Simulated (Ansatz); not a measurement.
The system is Pt.

```
Pt
1.0
     2.76067    0.00000    0.00000
    -1.38033    2.39081    0.00000
     0.00000    0.00000    4.79213
Pt
2
Cartesian
  0.0000 1.5939 1.1980
  1.3803 0.7969 3.5941
```

This isn't the form of Pt at room conditions, which is fcc.

Base run:

```yaml
Program: Ansatz 0.2.0
Functional: PBE
Potentials_or_basis: Ansatz PAW
Cutoff: "420 eV (not typed: the program's choice for these potentials)"
k_mesh: 11 × 11 × 6
Occupations: fermi-dirac, width 0.05 eV
Spin: no spin polarisation
```

Its results: band gap on the k mesh none (metal or under the smearing width); pressure -0.6 GPa.

Question: The run is repeated on the same cell with these changes: spin from no spin polarisation to spin-orbit coupling, no magnetisation; potential files from those of the base run to others of the same set. What comes out?

Answer: Band gap on the k mesh none (metal or under the smearing width); pressure -0.2 GPa.

Caveats: spin-orbit coupling is left out, which moves the levels of the heavy elements (some runs).
